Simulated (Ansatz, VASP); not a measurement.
## CoSi: VASP beside Ansatz

File INCAR:

```
PREC = Accurate
ENCUT = 520
EDIFF = 1E-6
ISMEAR = -1
SIGMA = 0.1
LREAL = False
LASPH = True
NELM = 100
ALGO = Normal
ISIF = 2
LWAVE = False
LCHARG = False
GGA = PE
NBANDS = 14
```

KPOINTS

```
regular mesh
0
Gamma
  16 16 16
```

POSCAR

```
CoSi
1.0
    0.0000000000      2.1651286978      2.1651286978
    2.1651286978      0.0000000000      2.1651286978
    2.1651286978      2.1651286978      0.0000000000
Co Si
1 1
Direct
    0.0000000000      0.0000000000      0.0000000000
    0.5000000000      0.5000000000      0.5000000000
```

Input for Ansatz:

```yaml
crystal:
  lattice:
    - [0.0, 2.1651286978, 2.1651286978]
    - [2.1651286978, 0.0, 2.1651286978]
    - [2.1651286978, 2.1651286978, 0.0]
  atoms:
    - { symbol: Co, position: [0.0, 0.0, 0.0] }
    - { symbol: Si, position: [0.5, 0.5, 0.5] }
kpoints:
  mp_grid: { grid: [16, 16, 16] }
scf:
  occupations: { method: fermi_dirac, width: 0.1 }
hamiltonian:
  xc: pbe
  pseudopotentials: { kind: paw }
output:
  forces: true
  stress: true
  eigenvalues: true
  populations: true
```

Change from the starting cell: volume scaled by 0.8, PAW files.

Alike in both runs: task single point; functional PBE; k mesh 16 × 16 × 16; occupations fermi-dirac, width 0.1 eV; no spin polarisation.

|  | VASP | Ansatz |
| --- | --- | --- |
| version | VASP 6.6.1 | Ansatz 0.2.0 |
| potentials or method | VASP PAW PBE potentials, release 64 (Co, Si) | PAW with Ansatz's default frozen-core files, scalar-relativistic |
| plane-wave cutoff (eV) | 520 | 420 |
| valence electrons in the cell | 13 | 21 |

Ansatz gave:

```
pressure (GPa) : 58.0
```

Problem. Which values does VASP return?

Solution. Pressure (GPa): 58.4.

The two sets of potentials don't hold the same shells in valence.

Caveats: so large a pressure means that the cell lies far from this level's equilibrium, or that cutoff or potentials fall short (VASP). Spin polarisation is off, so any magnetic state and its effect on volume and gap are missing.
